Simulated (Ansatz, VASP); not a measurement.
# One calculation of SiC3, two programs

INCAR

```
PREC = Accurate
ENCUT = 520
EDIFF = 1E-6
ISMEAR = 0
SIGMA = 0.1
LREAL = F
LASPH = T
NELM = 150
ALGO = Normal
ISIF = 2
LWAVE = F
LCHARG = F
ISPIN = 2
MAGMOM = 0 1 1 1
LORBIT = 11
GGA = PE
NBANDS = 20
```

KPOINTS

```
Automatic mesh
0
Gamma
  4 4 4
```

The input POSCAR:

```
SiC3
1.0
    3.7713073200      0.0000000000      0.0000000000
    0.0000000000      3.7713073200      0.0000000000
    0.0000000000      0.0000000000      3.7713073200
Si C
1 3
Direct
    0.0000000000      0.0000000000      0.0000000000
    0.5000000000      0.0000000000      0.5000000000
    0.0000000000      0.5000000000      0.5000000000
    0.5000000000      0.5000000000      0.0000000000
```

Input for Ansatz:

```yaml
crystal:
  lattice:
    - [3.77130732, 0.0, 0.0]
    - [0.0, 3.77130732, 0.0]
    - [0.0, 0.0, 3.77130732]
  atoms:
    - { symbol: Si, position: [0.0, 0.0, 0.0] }
    - { symbol: C, position: [0.5, 0.0, 0.5], spin: 1.0 }
    - { symbol: C, position: [0.0, 0.5, 0.5], spin: 1.0 }
    - { symbol: C, position: [0.5, 0.5, 0.0], spin: 1.0 }
basis:
  ecutwfc: 420
kpoints:
  mp_grid: { grid: [4, 4, 4] }
hamiltonian:
  xc: pbe
scf:
  occupations: { method: gaussian, width: 0.1 }
  lower_state_search: "off"
output:
  forces: true
  stress: true
  eigenvalues: true
  populations: true
magnetization:
  spin_polarized: true
```

Alike in both runs: task single point; functional PBE; k mesh 4 × 4 × 4; occupations gaussian, width 0.1 eV; collinear spin.

|  | VASP | Ansatz |
| --- | --- | --- |
| version | VASP 6.6.1 | Ansatz 0.2.0 |
| potentials or method | VASP PAW PBE potentials, release 64 (Si, C) | scalar-relativistic, plane waves, PAW |
| plane-wave cutoff (eV) | 520 | 420 |
| valence electrons in the cell | 16 | 16 |

|  | VASP | Ansatz | Ansatz less VASP |
| --- | --- | --- | --- |
| gap on the k mesh at the Fermi level (eV) | none | none | - |
| pressure (GPa) | -26.1 | -26.1 | -0.03 |
| net moment per atom (μB) | 0.06 | 0.06 | 0.000 |
| size of the moment on the site where the two differ most (μB) | 0.04 | 0.07 | +0.024 |

Site moments also hang on the region over which each program counts them. A gap of «none» marks a metal or a gap that the smearing closes. Ansatz warned: «seeded_moment_not_kept».

Caveats: the k mesh is coarse (spacing up to 0.42 Å⁻¹), so the values aren't converged; so large a pressure means that the cell lies far from this level's equilibrium, or that cutoff or potentials fall short (VASP).
